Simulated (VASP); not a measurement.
# SnO (Pm-3m) in VASP: further runs, part 2 of 2

VASP 6.6.1. Earlier steps stand in the parts before.

## (3) Single point, PBE

INCAR reads:

```
SYSTEM = SnO
ALGO = Normal
EDIFF = 1E-6
ENCUT = 520
GGA = PE
ISIF = 2
ISMEAR = 0
LASPH = .True.
LCHARG = .True.
LELF = .True.
LREAL = .False.
LVHAR = .True.
LWAVE = .False.
NBANDS = 17
NELM = 80
PREC = Accurate
SIGMA = 0.01
```

KPOINTS reads:

```
k-points
0
Gamma
  6 6 6
  0 0 0
```

POSCAR reads:

```
SnO
1.0
    3.1034067823      0.0000000000      0.0000000000
    0.0000000000      3.1034067823      0.0000000000
    0.0000000000      0.0000000000      3.1034067823
Sn O
1 1
Direct
    0.0000000000      0.0000000000      0.0000000000
    0.5000000000      0.5000000000      0.5000000000
```

Potentials or basis: VASP PAW PBE potentials, release 64 (Sn_d, O).

Run with:

```console
> cat potpaw_PBE.64/Sn_d/POTCAR potpaw_PBE.64/O/POTCAR > POTCAR
> mpirun -np 1 vasp_std > vasp.out
```

OUTCAR:

```text
SYSTEM = SnO
   EDIFF = 1E-6
   ENCUT = 520
   GGA = PE
   ISIF = 2
   ISMEAR = 0
   LASPH = .True.
   LREAL = .False.
   NELM = 80
   PREC = Accurate

 ion  position               nearest neighbor table
   1  0.000  0.000  0.000-   2 2.69   2 2.69   2 2.69   2 2.69   2 2.69   2 2.69   2 2.69   2 2.69

   2  0.500  0.500  0.500-   1 2.69   1 2.69   1 2.69   1 2.69   1 2.69   1 2.69   1 2.69   1 2.69

  LATTYP: Found a simple cubic cell.
 ALAT       =     3.1034067823

  Lattice vectors:

 A1 = (   3.1034067823,   0.0000000000,   0.0000000000)
 A2 = (   0.0000000000,   3.1034067823,   0.0000000000)
 A3 = (   0.0000000000,   0.0000000000,   3.1034067823)

Analysis of symmetry for initial positions (statically):
=====================================================================
 Subroutine PRICEL returns:
 Original cell was already a primitive cell.

 Routine SETGRP: Setting up the symmetry group for a
 simple cubic supercell.

 Subroutine GETGRP returns: Found 48 space group operations
 (whereof 48 operations were pure point group operations)
 out of a pool of 48 trial point group operations.

The static configuration has the point symmetry O_h .

Analysis of symmetry for dynamics (positions and initial velocities):
=====================================================================
 Subroutine PRICEL returns:
 Original cell was already a primitive cell.

 Routine SETGRP: Setting up the symmetry group for a
 simple cubic supercell.

 Subroutine GETGRP returns: Found 48 space group operations
 (whereof 48 operations were pure point group operations)
 out of a pool of 48 trial point group operations.

The dynamic configuration has the point symmetry O_h .

 Subroutine INISYM returns: Found 48 space group operations
 (whereof 48 operations are pure point group operations),
 and found     1 'primitive' translations

[... 105 lines left out ...]
   EFERMI_NEDOS =   21; number of points for ismear=-14 and -15
   IALGO  =     38    algorithm
   IMIX   =      4    mixing-type and parameters
     AMIX     =   0.40;   BMIX     =  1.00
     AMIX_MAG =   1.60;   BMIX_MAG =  1.00
  volume/ion in A,a.u.               =      14.94       100.85
  Fermi-wavevector in a.u.,A,eV,Ry     =   1.431900  2.705899 27.896550  2.050339
  Thomas-Fermi vector in A             =   2.551586
   LORBIT       =      0    0 simple, 1 ext, 2 COOP (PROOUT), +10 PAW based schemes
   GGA     = PE    functional components
   LHFCALC =     F    Hartree Fock is set to
   AEXX    =    0.0000 exact exchange contribution
   IVDW    =     0    specifies the selected vdW correction
   LEPSILON=     F    determine dielectric tensor
   LRPA    =     F    only Hartree local field effects (RPA)
 non-spin polarized calculation
 Gauss-broadening in eV      SIGMA  =   0.01
  energy-cutoff  :      520.00
  volume of cell :       29.89
 maximum number of plane-waves:       840
 NGX is ok and might be reduce to    24
   NGX = 11   NGY = 11   NGZ = 11

 number of electron      19.9999991 magnetization

 Free energy of the ion-electron system (eV)
  ---------------------------------------------------
  ext. energy  EPLUGINS =         0.00000000
  ---------------------------------------------------
  free energy    TOTEN  =        -9.82871536 eV

  energy without entropy =       -9.82871536  energy(sigma->0) =       -9.82871536

 E-fermi :   8.2602     XC(G=0): -11.4078

 val. band max:        8.1807428579   @ k =   0.5000   0.1667   0.0000
 cond. band min:       8.3808781028   @ k =   0.5000   0.5000   0.5000
 fundamental gap:      0.2001352449
 Fermi energy:         8.2601774084

 k-point     1 :       0.0000    0.0000    0.0000
  band No.  band energies     occupation
      1     -13.3395      2.00000
      2     -13.3395      2.00000
      3     -12.9618      2.00000
      4     -12.9618      2.00000
      5     -12.9618      2.00000
      6      -9.6842      2.00000
[... 377 lines left out ...]
      4     -12.8806      2.00000
      5     -12.8806      2.00000
      6      -8.2549      2.00000
[... 9 lines left out ...]
     16      20.9049      0.00000
     17      28.3410      0.00000

------------------------ aborting loop because EDIFF is reached ----------------------------------------

  FORCE on cell =-STRESS in cart. coord.  units (eV):
  Direction    XX          YY          ZZ          XY          YZ          ZX
  --------------------------------------------------------------------------------------
  -------------------------------------------------------------------------------------
  Total        0.5993687      0.5993687      0.5993687      0.0000000      0.0000000      0.0000000
  in kB       32.1283588     32.1283588     32.1283588      0.0000000      0.0000000      0.0000000
  external PRESSURE =      32.1283588 kB  Pullay stress =       0.0000000 kB

 VOLUME and BASIS-vectors are now :
 -----------------------------------------------------------------------------
  energy-cutoff  :      520.00
  volume of cell :       29.89
      direct lattice vectors                 reciprocal lattice vectors
     3.103406782  0.000000000  0.000000000     0.322226530  0.000000000  0.000000000
     0.000000000  3.103406782  0.000000000     0.000000000  0.322226530  0.000000000
     0.000000000  0.000000000  3.103406782     0.000000000  0.000000000  0.322226530

 POSITION                                       TOTAL-FORCE (eV/Angst)
 -----------------------------------------------------------------------------------
      0.00000      0.00000      0.00000         0.000000      0.000000      0.000000
      1.55170      1.55170      1.55170         0.000000      0.000000      0.000000
 -----------------------------------------------------------------------------------
    total drift:                                0.000000      0.000000     -0.000000

  FREE ENERGIE OF THE ION-ELECTRON SYSTEM (eV)
  ---------------------------------------------------
  free  energy   TOTEN  =        -9.8287153586 eV

  energy  without entropy=       -9.8287153586  energy(sigma->0) =       -9.82871536
```

stdout:

```text
POSCAR found type information on POSCAR SnO
 POSCAR found :  2 types and       2 ions
 scaLAPACK will be used
 LDA part: xc-table for (Slater+PW92), standard interpolation
 POSCAR, INCAR and KPOINTS ok, starting setup
 FFT: planning ... GRIDC
 FFT: planning ... GRID_SOFT
 FFT: planning ... GRID
 WAVECAR not read
 entering main loop
```

Wall time 3.6 s (1 thread of Intel Xeon 6975P-C (Granite Rapids), shared host); peak memory 0.14 GiB.

Results:

* Free energy: -9.8287 eV
* Pressure: 3.2 GPa
* Band gap on the k mesh: 0.20 eV, indirect (least direct gap 0.88 eV)

Caveat: spin-orbit coupling is left out, which moves the levels of the heavy elements. A k mesh can miss the band edges.

## (4) Single point, PBE

INCAR reads:

```
PREC = Accurate ; ENCUT = 520
EDIFF = 1E-7 ; ISMEAR = 0
SIGMA = 0.01 ; LREAL = F
LASPH = T ; NELM = 60
ALGO = Normal ; ISIF = 2
LWAVE = F ; LCHARG = F
GGA = PE ; NBANDS = 17
```

KPOINTS reads:

```
regular mesh
0
Gamma
  6 6 6
```

POSCAR is that of step 3.

Run with:

```console
> cat potpaw_PBE.64/Sn_d/POTCAR potpaw_PBE.64/O/POTCAR > POTCAR
> mpirun -np 1 vasp_std > vasp.out
```

It took 3.7 s on 1 thread of Intel Xeon 6975P-C (Granite Rapids), shared host; peak memory 0.14 GiB.

The run converged. Its results:

```
Free energy            : -9.8287 eV
Pressure               : 3.3 GPa
Band gap on the k mesh : 0.20 eV, indirect (least direct gap 0.88 eV)
```

Levels at points of the mesh, in eV from the valence-band top:
```tsv
k point	band 8	band 9	band 10	band 11	band 12	band 13
(0.00, 0.00, 0.00)	-2.31	-2.31	-2.31	8.31	8.31	8.39
(0.50, 0.00, 0.00)	-1.55	-1.55	-0.83	0.74	7.49	7.49
(0.50, 0.50, 0.00)	-5.32	-4.51	-1.42	3.74	3.74	8.94
(0.50, 0.50, 0.50)	-3.12	-3.12	-0.97	0.20	0.20	0.20
```

Caveat: spin-orbit coupling is left out, which moves the levels of the heavy elements. A k mesh can miss the band edges.

## (5) Single point, PBE-based screened hybrid

POSCAR is that of step 4.

INCAR.step1 reads:

```
SYSTEM = SnO
PREC = Accurate ; ENCUT = 520
EDIFF = 1E-5 ; ISMEAR = 0
SIGMA = 0.01 ; LREAL = .False.
LASPH = .True. ; NELM = 60
ALGO = Normal ; ISIF = 2
LWAVE = .True. ; LCHARG = .False.
NBANDS = 17 ; GGA = PE
```

INCAR.step2 reads:

```
SYSTEM = SnO
PREC = Accurate ; ENCUT = 520
EDIFF = 1E-6 ; ISMEAR = 0
SIGMA = 0.01 ; LREAL = .False.
LASPH = .True. ; NELM = 60
ALGO = Normal ; ISIF = 2
LWAVE = .False. ; LCHARG = .False.
GGA = PE ; LHFCALC = .True.
AEXX = 0.1 ; HFSCREEN = 0.1
PRECFOCK = Normal ; NBANDS = 17
ISTART = 1
```

KPOINTS reads:

```
regular mesh
0
Gamma
  4 4 4
  0 0 0
```

Run with:

```console
> cat potpaw_PBE.64/Sn_d/POTCAR potpaw_PBE.64/O/POTCAR > POTCAR
> cp INCAR.step1 INCAR
> mpirun -np 1 vasp_std > vasp.out
> cp INCAR.step2 INCAR
> mpirun -np 1 vasp_std > vasp.out
```

Wall time 2 min (1 thread of Intel Xeon 6975P-C (Granite Rapids), shared host); peak memory 0.24 GiB.

Results (log left out):

- Free energy: -10.9376 eV
- Pressure: 1.3 GPa
- Band gap on the k mesh: 0.87 eV, indirect (least direct gap 1.44 eV)

Levels at points of the mesh, in eV from the valence-band top:
```tsv
k point	band 8	band 9	band 10	band 11	band 12	band 13
(0.00, 0.00, 0.00)	-2.24	-2.24	-2.24	9.12	9.12	9.37
(0.50, 0.00, 0.00)	-1.44	-1.44	-0.37	1.25	8.38	8.38
(0.50, 0.50, 0.00)	-5.31	-4.30	-1.30	4.56	4.56	9.78
(0.50, 0.50, 0.50)	-3.07	-3.07	-0.57	0.87	0.87	0.87
```

Caveat: the k mesh is coarse (spacing up to 0.51 Å⁻¹), so the values aren't converged; the PAW data sets were made with another functional, which shifts forces and pressure a little; spin-orbit coupling is left out, which moves the levels of the heavy elements. A k mesh can miss the band edges.

## (6) Summary

| level | k mesh | exchange at q = 0 | grid for exact exchange (PRECFOCK) | screening parameter | share of exact exchange | mesh quality | gap on the mesh (eV) | pressure (GPa) |
| --- | --- | --- | --- | --- | --- | --- | --- | --- |
| HSE06 | 4 × 4 × 4 | truncated | Normal | 0.2079 1/A | - | coarse | 1.15 | -0.9 |
| PBE | 6 × 6 × 6 | - | - | - | - | not flagged | 0.20 | 3.3 |
| PBE-based screened hybrid | 4 × 4 × 4 | truncated | Normal | 0.1 | 0.1 | coarse | 0.87 | 1.3 |

Alike in all rows: task single point; potentials or basis VASP PAW PBE potentials, release 64 (Sn_d, O); no spin polarisation; cell as given; cutoff (eV) 520; smearing gaussian 0.01 eV.

Caveats: some runs use coarse meshes; spin-orbit coupling is left out, which moves the levels of the heavy elements; the PAW data sets were made with another functional, which shifts forces and pressure a little (some runs).

Total energies depend on the potentials used, so only differences within one code and one set of settings carry meaning.
